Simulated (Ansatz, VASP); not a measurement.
## Two plane-wave programs on KF

```
K F
1.0
     0.00000    2.93540    2.93540
     2.93540    0.00000    2.93540
     2.93540    2.93540    0.00000
K F
1 1
Direct
  0.00000 0.00000 0.00000
  0.25000 0.25000 0.25000
```

Alike in both runs: task single point; functional r2SCAN; k mesh 6 × 6 × 6; no spin polarisation.

|  | VASP | Ansatz |
| --- | --- | --- |
| version | VASP 6.6.1 | Ansatz 0.2.0 |
| potentials or method | VASP PAW PBE potentials, release 64 (K_sv, F) | plane waves, PAW |
| plane-wave cutoff (eV) | 520 | 500 |
| occupations | gaussian, width 0.01 eV | fixed |
| valence electrons in the cell | 16 | 16 |

Ansatz gave:

- gap on the k mesh at the Fermi level (eV): 5.75

Task: What did VASP give for the same quantities?

Result: gap on the k mesh at the Fermi level (eV): 5.74.

 A k mesh can miss the band edges. r2SCAN opens gaps a little over a GGA but as a rule still falls short of measured ones.
